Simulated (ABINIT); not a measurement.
Runs of ABINIT 10.8.3 (patched build) on SnO2 (Cassiterite). The structure is tetragonal, space group P4_2/mnm (No. 136). The conventional cell has a = 4.738 Å, b = 4.738 Å, c = 3.187 Å, α = 90.00°, β = 90.00°, γ = 90.00°. Sn (site symmetry mmm) has 6 O at 2.05 to 2.06 Å as nearest neighbours. O (site symmetry m2m) is surrounded by 3 Sn at 2.05 to 2.06 Å. 

```tsv
task	level	potentials or basis	cell	k mesh	cell freedom (optcell)	cutoff smearing ecutsm (Ha)	optimiser (ionmov)	force stop (Ha/bohr)	mesh quality	gap on the mesh (eV)	pressure (GPa)	relaxed volume (Å³/atom)	largest force (eV/Å)
relaxation of cell and atoms	PBE	JTH PAW PBE v2.0	relaxed to 10 GPa	3 × 3 × 4	2	0.5	2	0.0005	coarse	1.23	9.9	-	-
relaxation of cell and atoms	PBE	JTH PAW PBE v2.0	relaxed to 20 GPa	3 × 3 × 4	2	0.5	2	0.0005	coarse	1.70	20.0	-	0.02
relaxation of cell and atoms	LDA	JTH PAW LDA v2.0	relaxed	5 × 5 × 7	2	0.5	2	0.0002	not flagged	(b)	0.0	11.82	-
band structure	LDA	JTH PAW LDA v2.0	as given	6 × 6 × 8	-	-	-	-	not flagged	1.13	(a)	-	0.14
relaxation of cell and atoms	PBE	JTH PAW PBE v2.0	relaxed to 30 GPa	3 × 3 × 4	2	0.5	2	0.0005	coarse	2.13	30.0	-	-
relaxation of cell and atoms	PBE	JTH PAW PBE v2.0	relaxed	3 × 3 × 4	2	0.5	2	0.0005	coarse	(c)	0.0	(d)	-
band structure	PBEsol	JTH PAW PBE v2.0	as given	6 × 6 × 8	-	-	-	-	not flagged	1.18	3.8	-	0.20
relaxation of cell and atoms	PBE	JTH PAW PBE v2.0	relaxed to 5 GPa	3 × 3 × 4	2	0.5	2	0.0005	coarse	0.98	4.9	-	-
```

Alike in all rows: no spin polarisation; cutoff (eV) 626; smearing fermi-dirac 0.05 eV.

Question: Estimate the missing entries.

Answer: (a) -1.6; (b) 1.19; (c) 0.71; (d) 12.53.

Caveats: some runs use coarse meshes; spin-orbit coupling is left out, which moves the levels of the heavy elements; the atomic spheres overlap; the PAW data sets were made with another functional, which shifts forces and pressure a little (some runs).

A k mesh can miss the band edges, and the runs leave out spin-orbit coupling on Sn.
